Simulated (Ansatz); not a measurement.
Runs of Ansatz 0.2.0 on SrO. The structure is cubic, space group Fm-3m (No. 225). The conventional cell has a = 5.133 Å, b = 5.133 Å, c = 5.133 Å, α = 90.00°, β = 90.00°, γ = 90.00°. Around Sr (site symmetry m-3m) lie 6 O at 2.57 Å. Around O (site symmetry m-3m) lie 6 Sr at 2.57 Å. 

```csv
task,level,cell,k mesh,smearing,q mesh,points for each segment of the path,atoms under strain,gap on the mesh (eV),pressure (GPa),relaxed volume (Å³/atom)
relaxation of cell and atoms,BLYP+D4,relaxed,9 × 9 × 9,fermi-dirac 0.05 eV,-,-,-,3.52,0.0,17.44
phonons,LDA,as given,7 × 7 × 7,fixed,2 × 2 × 2,8,-,3.25,-,-
relaxation of cell and atoms,BLYP+D3(BJ),relaxed,9 × 9 × 9,fermi-dirac 0.05 eV,-,-,-,3.51,0.0,(b)
elastic constants,LDA,as given,7 × 7 × 7,fixed,-,-,relaxed,3.25,(a),-
Born charges and dielectric tensor,LDA,as given,9 × 9 × 9,fixed,-,-,-,3.21,-,-
```

Alike in all rows: potentials or basis Ansatz PAW; no spin polarisation; cutoff (eV) 420.

Task: Fill in the values left out.

Result: (a) -3.8; (b) 16.98.

Caveats: odd divisions of the mesh miss points on the zone boundary, where band edges often lie, so the gap on the mesh can be too wide; the PAW data sets come from PBE, with cores solved anew for the run's functional, which leaves a small shift of forces and pressure; the plane-wave basis is chosen anew once the cell has moved, so the energies of steps on either side of that aren't comparable (some runs); the cell is more than 3 GPa from zero pressure, which shifts response properties (some runs).

A k mesh can miss the band edges, and the runs leave out spin-orbit coupling on Sr.

Runs at the PBE level aren't shown here.
